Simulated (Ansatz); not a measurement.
# V2O5: the cost of one run

Program: Ansatz 0.2.0. Level of theory: DFT PBE, scalar-relativistic, plane waves, PAW. These are calculated values, not measurements.

## Step 1: The starting structure

It takes space group P6/mmm (No. 191, hexagonal). The conventional cell has a = 6.993 Å, b = 6.993 Å, c = 4.208 Å, α = 90.00°, β = 90.00°, γ = 120.00°. V (site symmetry -6m2) is surrounded by 5 O at 2.02 to 2.10 Å. O (site symmetry -6m2) is surrounded by 2 V at 2.10 Å. O (site symmetry mmm) is surrounded by 2 V at 2.02 Å.

As a file:

```
V O
1.0
     6.99268    0.00000    0.00000
    -3.49634    6.05583    0.00000
     0.00000    0.00000    4.20809
V O
2 5
Direct
  0.33333 0.66667 0.50000
  0.66667 0.33333 0.50000
  0.33333 0.66667 0.00000
  0.00000 0.50000 0.50000
  0.50000 0.50000 0.50000
  0.50000 0.00000 0.50000
  0.66667 0.33333 0.00000
```

Recipe of the guess: 5-connected net, bridging atoms on its edges (P6/mmm, No. 191). The dimensions are guesses.

## Step 2: Probe: one point on a coarse mesh

Contents of input.yaml:

```yaml
crystal:
  lattice:
    - [6.99267526, 0.0, 0.0]
    - [-3.49633763, 6.05583441, 0.0]
    - [0.0, 0.0, 4.20808859]
  atoms:
    - { symbol: V, position: [0.33333333, 0.66666667, 0.5], spin: 2.0 }
    - { symbol: V, position: [0.66666667, 0.33333333, 0.5], spin: 2.0 }
    - { symbol: O, position: [0.33333333, 0.66666667, 0.0] }
    - { symbol: O, position: [0.0, 0.5, 0.5] }
    - { symbol: O, position: [0.5, 0.5, 0.5] }
    - { symbol: O, position: [0.5, 0.0, 0.5] }
    - { symbol: O, position: [0.66666667, 0.33333333, 0.0] }
basis:
  ecutwfc: 420
kpoints:
  mp_grid: { grid: [3, 3, 4] }
hamiltonian:
  xc: pbe
scf:
  occupations: { method: gaussian, width: 0.1 }
  lower_state_search: "off"
output:
  forces: true
  stress: true
  eigenvalues: true
  populations: true
magnetization:
  spin_polarized: true
```

The run is started by

```bash
ansatz run input.yaml --threads 1 --pin off --max-ram 2560MiB --backend cpu --events-out ev --progress --plain --runs-dir out
```

What time and memory should one allow on 1 thread of Arm Neoverse V1, shared host?

About 15 s, with a peak of 0.45 GiB.
